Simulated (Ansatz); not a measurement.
# NiO: the cost of one run

Program: Ansatz 0.2.0. Level of theory: DFT PBE, scalar-relativistic, plane waves, PAW. These are calculated values, not measurements.

3 further runs of the same task are left out: 1 that didn't finish, 2 set aside as unsound or not needed.

### 1 Starting point

The structure is cubic, space group Fm-3m (No. 225). The conventional cell has a = 4.216 Å, b = 4.216 Å, c = 4.216 Å, α = 90.00°, β = 90.00°, γ = 90.00°. Ni (site symmetry m-3m) is surrounded by 6 O at 2.11 Å. O (site symmetry m-3m) is surrounded by 6 Ni at 2.11 Å.

As a file:

```cif
data_structure
_symmetry_space_group_name_H-M 'Fm-3m'
_symmetry_Int_Tables_number 225
_cell_length_a 4.2164
_cell_length_b 4.2164
_cell_length_c 4.2164
_cell_angle_alpha 90.000
_cell_angle_beta 90.000
_cell_angle_gamma 90.000
_cell_volume 74.96
loop_
_atom_site_label
_atom_site_type_symbol
_atom_site_symmetry_multiplicity
_atom_site_Wyckoff_symbol
_atom_site_fract_x
_atom_site_fract_y
_atom_site_fract_z
_atom_site_occupancy
Ni1 Ni 4 a 0.00000 0.00000 0.00000 1
O1 O 4 b 0.50000 0.00000 0.00000 1
```

This cell was relaxed beforehand with the same method: volume 9.37 Å³/atom, gap on the mesh none (metal), site moments up to 1.5 μB.

### 2 The strip chain

A free-standing chain of the crystal's atoms, periodic along c. Atoms and period relax; energies count from the bulk, -3202.8385 eV an atom.

The cell holds 1 Ni, 1 O: a = 10.700 Å, b = 9.300 Å, c = 2.011 Å, α = 90.00°, β = 90.00°, γ = 90.00°.

### 3 Relaxing it

Pressure and volume refer to the whole cell with its vacuum; only the period along c may change.

File input.yaml:

```yaml
crystal:
  lattice:
    - [10.7, 0.0, 0.0]
    - [0.0, 9.3, 0.0]
    - [0.0, 0.0, 2.0111999842]
  atoms:
    - { symbol: Ni, position: [0.4202045501, 0.5, 0.0], spin: 1.6 }
    - { symbol: O, position: [0.5797954499, 0.5, 0.5], spin: 0.5 }
basis:
  ecutwfc: 420
kpoints:
  mp_grid: { grid: [1, 1, 32] }
hamiltonian:
  xc: pbe
scf:
  occupations: { method: gaussian, width: 0.05 }
output:
  forces: true
  stress: true
  eigenvalues: true
  populations: true
  write_density: true
  write_potential: true
  elf: true
  volumetric_format: npy
magnetization:
  spin_polarized: true
relax:
  adjacent_minimum: "off"
  f_tol: 0.01
  max_steps: 45
  cell: { fix: [a, b, alpha, beta, gamma], stress_tol: 0.03 }
```

Command:

```
> ansatz run input.yaml --threads 2 --pin off --max-ram 5120MiB --backend cpu --events-out ev --progress --plain --runs-dir out
```

Q: Estimate wall time and peak memory on 2 threads of Intel Xeon Platinum 8259CL at 2.50GHz (Skylake/Cascade Lake), shared host.

About 4 min, with a peak of 0.69 GiB.
